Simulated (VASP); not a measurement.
Input of a VASP 6.6.1 run:

The input INCAR:

```
PREC = Accurate
ENCUT = 520
EDIFF = 1E-6
ISMEAR = 0
SIGMA = 0.02
LREAL = False
LASPH = True
NELM = 100
ALGO = Normal
ISIF = 2
LWAVE = False
LCHARG = True
GGA = PE
IVDW = 12
LELF = True
LVHAR = True
NBANDS = 24
```

Contents of KPOINTS:

```
Automatic mesh
0
Gamma
  9 9 6
```

File POSCAR:

```
CaO
1.0
    3.9668937570      0.0000000000      0.0000000000
   -1.9834468785      3.4354307677      0.0000000000
    0.0000000000      0.0000000000      4.7731918247
Ca O
2 2
Direct
    0.3333333333      0.6666666667      0.7500000000
    0.6666666667      0.3333333333      0.2500000000
    0.3333333333      0.6666666667      0.2500000000
    0.6666666667      0.3333333333      0.7500000000
```

Potentials or basis: VASP PAW PBE potentials, release 64 (Ca_sv, O).

Command:

```bash
$ cat potpaw_PBE.64/Ca_sv/POTCAR potpaw_PBE.64/O/POTCAR > POTCAR
$ mpirun -np 1 vasp_std > vasp.out
```

Problem. Predict the dispersion energy per atom.

Solution. -0.231 eV.

Problem. What does it give for the pressure?

Solution. 0.5 GPa.

Problem. What does it give for the band gap on the k mesh?

Solution. 3.23 eV, direct.

Caveat: an odd mesh through Γ misses points on the zone boundary, where band edges often lie.
